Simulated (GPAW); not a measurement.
The system is InAs.

```
In As
1.0
     0.00000    3.01800    3.01800
     3.01800    0.00000    3.01800
     3.01800    3.01800    0.00000
In As
1 1
Direct
  0.00000 0.00000 0.00000
  0.75000 0.75000 0.75000
```

```yaml
Program: GPAW 26.7.0
Task: relaxation of cell and atoms
Functional: PBE
Dispersion: D4
Potentials_or_basis: GPAW PAW data sets (gpaw-data 1.2.1)
Cutoff: 600 eV
Basis: pw
k_mesh: 8 × 8 × 8
Occupations: fermi-dirac, width 0.05 eV
Spin: no spin polarisation
```

At the start: pressure 1.9 GPa; volume 27.49 Å³/atom.

Problem. How do energy, volume and symmetry change on relaxing?

Solution. Over 4 steps the energy falls by 5.2 meV/atom and the volume is 28.37 Å³/atom (+3.2 %); space group F-43m (No. 216, to 0.05 Å).

The path:
| step | energy change (eV) | largest force (eV/Å) | pressure (GPa) | volume (Å³) |
| --- | --- | --- | --- | --- |
| 1 | 0.0000 | 0.0000 | 1.88 | 54.98 |
| 2 | -0.0040 | 0.0000 | 1.45 | 55.36 |
| 3 | -0.0103 | 0.0000 | 0.06 | 56.68 |
| 4 | -0.0104 | 0.0000 | 0.00 | 56.74 |

Final structure:
```
In As
1.0
     0.00000    3.04992    3.04992
     3.04992    0.00000    3.04992
     3.04992    3.04992    0.00000
In As
1 1
Direct
  0.00000 0.00000 0.00000
  0.75000 0.75000 0.75000
```

Caveat: later steps reuse the first step's grids; pairwise dispersion overbinds metals, which lowers pressure and volume.
